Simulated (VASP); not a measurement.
Write the native input for VASP 6.6.1 that does the following.

- Task: relaxation of cell and atoms
- Functional: PBE
- Potentials or basis: VASP PAW PBE potentials, release 64 (Ti_sv, C)
- Cutoff: 600 eV
- k mesh: 14 × 14 × 14
- Occupations: methfessel-paxton, width 0.1 eV
- Spin: no spin polarisation
- Further INCAR settings: ALGO = Normal; EDIFF = 1e-07; IBRION = 2; EDIFFG = -0.005; NSW = 90; ISIF = 3

The structure of TiC lies in POSCAR:

```
TiC                                     
1.0
   -0.0000000000      2.1667845968      2.1667845968
    2.1667845968     -0.0000000000      2.1667845968
    2.1667845968      2.1667845968      0.0000000000
  Ti              C             
     1     1
Direct
     0.0000000000000000    0.0000000000000000    0.0000000000000000
     0.5000000000000000    0.5000000000000000    0.5000000000000000
```

One way to write it, as run:

INCAR

```
PREC     = Accurate       # precision mode
ENCUT    = 600            # plane-wave cutoff, eV
EDIFF    = 1E-7           # SCF threshold, eV
ISMEAR   = 1              # smearing method
SIGMA    = 0.1            # smearing width, eV
LREAL    = False          # projectors in reciprocal space
LASPH    = True           # aspherical terms in the spheres
NELM     = 80             # most SCF steps
ALGO     = Normal         # electronic algorithm
ISIF     = 3              # what is computed and relaxed
LWAVE    = False          # write WAVECAR
LCHARG   = False          # write CHGCAR
GGA      = PE             # functional
IBRION   = 2              # ionic algorithm
NSW      = 90             # ionic steps
EDIFFG   = -0.005         # ionic threshold
```

KPOINTS

```
regular mesh
0
Gamma
  14 14 14
```

Potentials or basis: VASP PAW PBE potentials, release 64 (Ti_sv, C).

The run is started by

```sh
$ cat potpaw_PBE.64/Ti_sv/POTCAR potpaw_PBE.64/C/POTCAR > POTCAR
$ mpirun -np 1 vasp_std > vasp.out
```

It gave:

The pressure after relaxing is 0.0 GPa and the band gap on the k mesh is none (metal or under the smearing width).

Caveat: the relaxation stopped at its first step, so nothing moved.

Wall time 21 s on 1 thread of Intel(R) Xeon(R) Platinum 8259CL CPU @ 2.50GHz (Skylake/Cascade Lake), with other jobs on the host, peak memory 0.17 GiB.
